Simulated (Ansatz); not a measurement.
Crystal: TaN.

```
Ta N
1.0
     0.00000    2.21132    2.21132
     2.21132    0.00000    2.21132
     2.21132    2.21132    0.00000
Ta N
1 1
Direct
  0.50000 0.50000 0.50000
  0.00000 0.00000 0.00000
```

The cell comes from a database or a generator and needn't be the stable form of this composition.

Base run:

| Property | Result |
| --- | --- |
| Program | Ansatz 0.2.0 |
| Functional | PBE |
| Potentials or basis | all-electron LAPW, scalar-relativistic |
| Cutoff | 355 eV (chosen from the basis error) |
| Basis error allowed | 0.001 eV/atom |
| k mesh | 10 × 10 × 10 |
| Occupations | gaussian, width 0.028 eV |
| Spin | no spin polarisation |

Its results: pressure -1.2 GPa.

Q: The run is repeated on the same cell with these changes: functional from PBE to LDA; occupations from gaussian, width 0.028 eV to fermi-dirac, width 0.05 eV. What comes out?

A: Pressure -17.1 GPa.

Caveats: so large a pressure means that the cell lies far from this level's equilibrium, or that cutoff or potentials fall short (some runs).
